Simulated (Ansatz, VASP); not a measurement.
**One calculation of Zn, two programs**

```
Zn
1.0
    -1.53007    1.53007    1.53007
     1.53007   -1.53007    1.53007
     1.53007    1.53007   -1.53007
Zn
1
Direct
  0.00000 0.00000 0.00000
```

This isn't the form of Zn at room conditions, which is hcp.

Alike in both runs: task single point; functional PBEsol; k mesh 20 × 20 × 20; occupations gaussian, width 0.15 eV; no spin polarisation.

```csv
,VASP,Ansatz
version,VASP 6.6.1,Ansatz 0.2.0
potentials or method,"VASP PAW PBE potentials, release 64 (Zn)","scalar-relativistic, plane waves, PAW"
plane-wave cutoff (eV),520,520
valence electrons in the cell,12,12
```

|  | VASP | Ansatz | Ansatz less VASP |
| --- | --- | --- | --- |
| gap on the k mesh at the Fermi level (eV) | none | none | - |
| pressure (GPa) | 0.2 | -0.2 | -0.42 |

A gap of «none» marks a metal or a gap that the smearing closes.

Caveats: the PAW data sets were made with another functional, which shifts forces and pressure a little (VASP).
